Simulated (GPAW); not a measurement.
# GaN (F-43m) in GPAW: notebook, part 2 of 2

GPAW 26.7.0. The steps go on from the part before.

## 4. Equation of state, LDA

Contents of run.py:

```python
import spglib
from ase import Atoms
from ase.eos import EquationOfState
from ase.io import Trajectory, read
from ase.units import GPa
from gpaw import GPAW, PW, setup_paths

setup_paths.insert(0, '.')

atoms = read('GaN.cif')
cell, positions, numbers = spglib.find_primitive(
    (atoms.cell[:], atoms.get_scaled_positions(), atoms.numbers), symprec=1e-4)
atoms = Atoms(numbers, cell=cell, scaled_positions=positions, pbc=True)

traj = Trajectory('eos.traj', 'w')
volumes, energies = [], []
for x in [0.94, 0.96, 0.98, 1.0, 1.02, 1.04, 1.06]:
    a = atoms.copy()
    a.set_cell(atoms.cell * x**(1 / 3), scale_atoms=True)
    calc = GPAW(mode=PW(800),
                xc='LDA',
                kpts={'size': (10, 10, 10), 'gamma': True},
                occupations={'name': 'fermi-dirac', 'width': 0.05},
                setups={'Ga': 'jth', 'N': 'jth'},
                nbands=-7,
                convergence={'density': 1e-05, 'energy': 1e-05},
                maxiter=150,
                txt=f'eos-{x:.2f}.txt')
    a.calc = calc
    energies.append(a.get_potential_energy(force_consistent=True))
    volumes.append(a.get_volume())
    p = -a.get_stress()[:3].mean() / GPa
    calc.write(f'eos-{x:.2f}.gpw')
    traj.write(a)
    print(f'{x:.2f} {volumes[-1]:10.4f} A^3 {energies[-1]:14.6f} eV {p:9.3f} GPa', flush=True)

v0, e0, B = EquationOfState(volumes, energies, eos='birchmurnaghan').fit()
print(f'V0 = {v0:.4f} A^3, E0 = {e0:.6f} eV, B0 = {B / GPa:.2f} GPa')
```

Contents of GaN.cif:

```cif
data_GaN
_cell_length_a 4.50700122
_cell_length_b 4.50700122
_cell_length_c 4.50700122
_cell_angle_alpha 90.00000000
_cell_angle_beta 90.00000000
_cell_angle_gamma 90.00000000
_space_group_name_H-M_alt 'F-43m'
_space_group_name_Hall 'F -4 2 3'
_space_group_IT_number 216
loop_
_space_group_symop_operation_xyz
'x,y,z'
'y,-x,-z'
'-x,-y,z'
'-y,x,-z'
'x,-y,-z'
'y,x,z'
'-x,y,-z'
'-y,-x,z'
'z,x,y'
'-z,y,-x'
'z,-x,-y'
'-z,-y,x'
'-z,x,-y'
'z,y,x'
'-z,-x,y'
'z,-y,-x'
'y,z,x'
'-x,-z,y'
'-y,z,-x'
'x,-z,-y'
'-y,-z,x'
'x,z,y'
'y,-z,-x'
'-x,z,-y'
'x,y+1/2,z+1/2'
'y,-x+1/2,-z+1/2'
'-x,-y+1/2,z+1/2'
'-y,x+1/2,-z+1/2'
'x,-y+1/2,-z+1/2'
'y,x+1/2,z+1/2'
'-x,y+1/2,-z+1/2'
'-y,-x+1/2,z+1/2'
'z,x+1/2,y+1/2'
'-z,y+1/2,-x+1/2'
'z,-x+1/2,-y+1/2'
'-z,-y+1/2,x+1/2'
'-z,x+1/2,-y+1/2'
'z,y+1/2,x+1/2'
'-z,-x+1/2,y+1/2'
'z,-y+1/2,-x+1/2'
'y,z+1/2,x+1/2'
'-x,-z+1/2,y+1/2'
'-y,z+1/2,-x+1/2'
'x,-z+1/2,-y+1/2'
'-y,-z+1/2,x+1/2'
'x,z+1/2,y+1/2'
'y,-z+1/2,-x+1/2'
'-x,z+1/2,-y+1/2'
'x+1/2,y,z+1/2'
'y+1/2,-x,-z+1/2'
'-x+1/2,-y,z+1/2'
'-y+1/2,x,-z+1/2'
'x+1/2,-y,-z+1/2'
'y+1/2,x,z+1/2'
'-x+1/2,y,-z+1/2'
'-y+1/2,-x,z+1/2'
'z+1/2,x,y+1/2'
'-z+1/2,y,-x+1/2'
'z+1/2,-x,-y+1/2'
'-z+1/2,-y,x+1/2'
'-z+1/2,x,-y+1/2'
'z+1/2,y,x+1/2'
'-z+1/2,-x,y+1/2'
'z+1/2,-y,-x+1/2'
'y+1/2,z,x+1/2'
'-x+1/2,-z,y+1/2'
'-y+1/2,z,-x+1/2'
'x+1/2,-z,-y+1/2'
'-y+1/2,-z,x+1/2'
'x+1/2,z,y+1/2'
'y+1/2,-z,-x+1/2'
'-x+1/2,z,-y+1/2'
'x+1/2,y+1/2,z'
'y+1/2,-x+1/2,-z'
'-x+1/2,-y+1/2,z'
'-y+1/2,x+1/2,-z'
'x+1/2,-y+1/2,-z'
'y+1/2,x+1/2,z'
'-x+1/2,y+1/2,-z'
'-y+1/2,-x+1/2,z'
'z+1/2,x+1/2,y'
'-z+1/2,y+1/2,-x'
'z+1/2,-x+1/2,-y'
'-z+1/2,-y+1/2,x'
'-z+1/2,x+1/2,-y'
'z+1/2,y+1/2,x'
'-z+1/2,-x+1/2,y'
'z+1/2,-y+1/2,-x'
'y+1/2,z+1/2,x'
'-x+1/2,-z+1/2,y'
'-y+1/2,z+1/2,-x'
'x+1/2,-z+1/2,-y'
'-y+1/2,-z+1/2,x'
'x+1/2,z+1/2,y'
'y+1/2,-z+1/2,-x'
'-x+1/2,z+1/2,-y'
loop_
_atom_site_label
_atom_site_type_symbol
_atom_site_symmetry_multiplicity
_atom_site_Wyckoff_symbol
_atom_site_fract_x
_atom_site_fract_y
_atom_site_fract_z
_atom_site_occupancy
Ga1 Ga 4 a 0.0000000000 0.0000000000 0.0000000000 1
N1 N 4 d 0.2500000000 0.2500000000 0.7500000000 1
```

Potentials or basis: JTH PAW 2.0, LDA, pw.

Command:

```console
> OMP_NUM_THREADS=1 python run.py
```

The program printed:

```text
__  _  _
 | _ |_)|_||  |
 |__||  | ||/\| - 26.7.0

Input parameters:
  mode=PW(ecut=800.0),
  convergence={'density': 1e-05, 'energy': 1e-05},
  kpts=MonkhorstPack(size=(10, 10, 10), gamma=True),
  maxiter=150,
  nbands=-7,
  occupations=Occupations(name='fermi-dirac', width=0.05),
  setups={'Ga': 'jth', 'N': 'jth'},
  xc=XC(name='LDA')

Diagonalizing LCAO Hamiltonian
Converting LCAO to pw mode

                 N

       Ga

Atoms  # Å, Bohr magnetons
|   | symbol |        x |        y |        z |    initial magnetic moments |
|---|--------|----------|----------|----------|-----------------------------|
| 0 |     Ga | 0.000000 | 0.000000 | 0.000000 | ( 0.0000,  0.0000,  0.0000) |
| 1 |      N | 3.311247 | 3.311247 | 3.311247 | ( 0.0000,  0.0000,  0.0000) |

Unit cell  # Å
| periodic |        x |        y |        z |  lengths |    angles |
|----------|----------|----------|----------|----------|-----------|
|      yes | 0.000000 | 2.207498 | 2.207498 | 3.121873 | 60.000000 |
|      yes | 2.207498 | 0.000000 | 2.207498 | 3.121873 | 60.000000 |
|      yes | 2.207498 | 2.207498 | 0.000000 | 3.121873 | 60.000000 |

Number of symmetries: 24
Symmetry operations  # r_c * U_cc + t_c -> r_c
|    | kind |            matrix            |
|----|------|------------------------------|
|  0 |  E   |  1, 0, 0,  0, 1, 0,  0, 0, 1 |
|  1 |  σ   |  1, 0, 0,  0, 0, 1,  0, 1, 0 |
|  2 |  σ   |  1, 0,-1,  0, 1,-1,  0, 0,-1 |
|  3 |  C3  |  1, 0,-1,  0, 0,-1,  0, 1,-1 |
|  4 |  C3  |  1,-1, 0,  0,-1, 1,  0,-1, 0 |
|  5 |  σ   |  1,-1, 0,  0,-1, 0,  0,-1, 1 |
|  6 |  σ   |  0, 1, 0,  1, 0, 0,  0, 0, 1 |
|  7 |  C3  |  0, 1, 0,  0, 0, 1,  1, 0, 0 |
|  8 |  C2  |  0, 1,-1,  1, 0,-1,  0, 0,-1 |
[... 124 lines left out ...]
  Good broyden scale: 1.0
  Trust region scale: 1.0
  Backstep threshold: 4.0
  History deletion threshold: 6.0
  Fourier metric: weight=20.0, sigma=0.015

occupation numbers:
  Fermi-Dirac:
    width: 0.0500  # eV

poisson solver:
  ecut: 6400.0  # eV

xc functional:
  name: None

convergence criteria:
[... 6 lines left out ...]
|iter     | |      energy | eigst |  dens |
|---------|-|-------------|-------|-------|
|iter:   1| |  -15.760452 | -0.65 |       |
|iter:   2| |  -15.282712 | -2.26 | -0.94 |
|iter:   3| |  -13.948009 | -1.20 | -1.00 |
|iter:   4| |  -13.933206 | -3.25 | -1.67 |
|iter:   5| |  -13.929185 | -3.53 | -1.96 |
|iter:   6| |  -13.929202 | -5.52 | -3.20 |
|iter:   7| |  -13.929209c| -6.06 | -3.55 |
|iter:   8| |  -13.929209c| -8.25c| -4.68 |
|iter:   9| |  -13.929209c| -8.71c| -5.60c|

Converged in 9 steps
Energy contributions relative to reference atoms: (reference = -54291.519281)

Energy contributions:
  Kinetic:          22.109582
  Coulomb:         -18.337286
  Zero:             -0.038248
  External:          0.000000
  Xc:              -17.663258
  Entropy:          -0.000000
  Spinorbit:         0.000000
  ----------------------------
  Free energy:     -13.929209
  Extrapolated:    -13.929209

dipole moment: (-9.473262, -9.473262, -9.473262)  # |e|*Ang

Fermi level: 7.552
Eigenvalues  # (at kpt = [0.000, 0.000, 0.000])
| band index |      eig [eV] | occ [0-2] |
|------------|---------------|-----------|
|          0 |        -9.781 |     2.000 |
|          1 |        -7.024 |     2.000 |
|          2 |        -7.024 |     2.000 |
|          3 |        -7.024 |     2.000 |
|          4 |        -6.642 |     2.000 |
|          5 |        -6.642 |     2.000 |
[... 8 lines left out ...]
|         14 |        25.725 |     0.000 |
|         15 |        25.725 |     0.000 |

Gap: 2.126 eV
Transition (v -> c):
  (s=0, k=0, n=8, [0.00, 0.00, 0.00]) -> (s=0, k=0, n=9, [0.00, 0.00, 0.00])
No difference between direct/indirect transitions

Stress tensor  # eV/Ang^3
|         x |         y |         z |
|-----------|-----------|-----------|
| -0.036802 | -0.000000 |  0.000000 |
| -0.000000 | -0.036802 |  0.000000 |
|  0.000000 |  0.000000 | -0.036802 |

# Writing to eos-0.94.gpw (mode='')
```

stdout:

```text
0.94    21.5145 A^3     -13.929209 eV     5.896 GPa
0.96    21.9722 A^3     -13.939515 eV     1.326 GPa
0.98    22.4300 A^3     -13.937274 eV    -2.777 GPa
1.00    22.8877 A^3     -13.924057 eV    -6.434 GPa
1.02    23.3455 A^3     -13.901031 eV    -9.705 GPa
1.04    23.8033 A^3     -13.869036 eV   -12.632 GPa
1.06    24.2610 A^3     -13.829236 eV   -15.244 GPa
V0 = 22.1155 A^3, E0 = -13.940058 eV, B0 = 202.08 GPa
```

It took 2.3 min on 1 thread of Arm Neoverse V1, shared host; peak memory 0.26 GiB.

What came out:

```yaml
Equilibrium_volume: 11.06 Å³/atom
Bulk_modulus: 202 GPa
Pressure_derivative_of_the_bulk_modulus: 4.5
```

Energy against volume, from the lowest point:
```tsv
volume (Å³/atom)	energy (meV/atom)
10.757	5.15
10.986	0.00
11.215	1.12
11.444	7.73
11.673	19.24
11.902	35.24
12.131	55.14
```

Caveat: the program truncates these outside data sets.
